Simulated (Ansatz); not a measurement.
## MgO, space group P6_3mc: a calculation of the dielectric tensor and Born charges, step by step

With Ansatz's Python interface.

The script reads `mgo.extxyz`:
```text
8
Lattice="3.25059419 0.0 0.0 -1.62529709 2.81509715 0.0 0.0 0.0 10.38633773" Properties=species:S:1:pos:R:3 pbc="T T T"
Mg   -0.00000002    1.87673144   10.07124097
Mg    0.00000000    0.00000000    2.29540463
Mg    0.00000000    0.00000000    7.48857350
Mg    1.62529711    0.93836571    4.87807210
O    -0.00000002    1.87673144    8.09968318
O     0.00000000    0.00000000    5.49949666
O     0.00000000    0.00000000    0.30632779
O     1.62529711    0.93836571    2.90651431
```

Typed at the interpreter:
```pycon
>>> from dataclasses import dataclass
>>> import ansatz as az
>>> import numpy as np
>>> @dataclass(frozen=True)
... class Options:
...     mesh: tuple[int, ...] = (6, 6, 2)
...     filling: str = "fixed"
...
>>> settings = Options()
>>> crystal = az.Crystal.from_extxyz("mgo.extxyz")
>>> crystal.resolved().sites[-1]
Site(symbol='O', position=(0.666666669584389, 0.33333333096514983, 0.27984015016234215), moment=None, axis=None, held=None, saved=None)
>>> calc = (
...     crystal.calculation()
...     .pseudopotentials("paw")
...     .functional(az.Functional.PBESOL)
...     .kpoints(*settings.mesh)
...     .basis(18 * az.Ha)
...     .occupations(settings.filling)
...     .dielectric()
... )
>>> outcome = calc.run()
>>> response = outcome.dielectric
>>> eps = np.asarray(response.eps_inf)
>>> print("eps_inf")
eps_inf
>>> np.round(eps, 3) + 0.0
array([[3.07 , 0.   , 0.   ],
       [0.   , 3.07 , 0.   ],
       [0.   , 0.   , 3.112]])
>>> for site, z in zip(outcome.lattice.sites, response.zstar_e):
...     print(f"{site.symbol:2s} Z* trace/3 = {np.trace(z) / 3:+.3f} e")
...
Mg Z* trace/3 = +1.818 e
Mg Z* trace/3 = +1.832 e
Mg Z* trace/3 = +1.832 e
Mg Z* trace/3 = +1.818 e
O  Z* trace/3 = -1.826 e
O  Z* trace/3 = -1.824 e
O  Z* trace/3 = -1.824 e
O  Z* trace/3 = -1.826 e
>>> print(f"charge neutrality missed by {response.zstar_sum_residual_pre_e:.4f} e before the sum rule")
charge neutrality missed by 0.0122 e before the sum rule
```

Reading the output:
- With fixed filling the reported Fermi level is the top filled level among the k-points of the SCF.
- Averages over directions belong to no single polarisation, least of all in layered crystals.
- Pressure is positive in compression.
- The structure comes from a database of computed cells and needn't be a stable or known phase.
- This is the electronic (clamped-ion) response; a semilocal gap that is too small tends to raise it. The typed mesh is that of the SCF; the response is solved on denser meshes that the run picks.
- Wall time of the script: 69 s on 1 thread of Intel(R) Xeon(R) Processor @ 2.30GHz (shared host), peak memory 1 GiB.
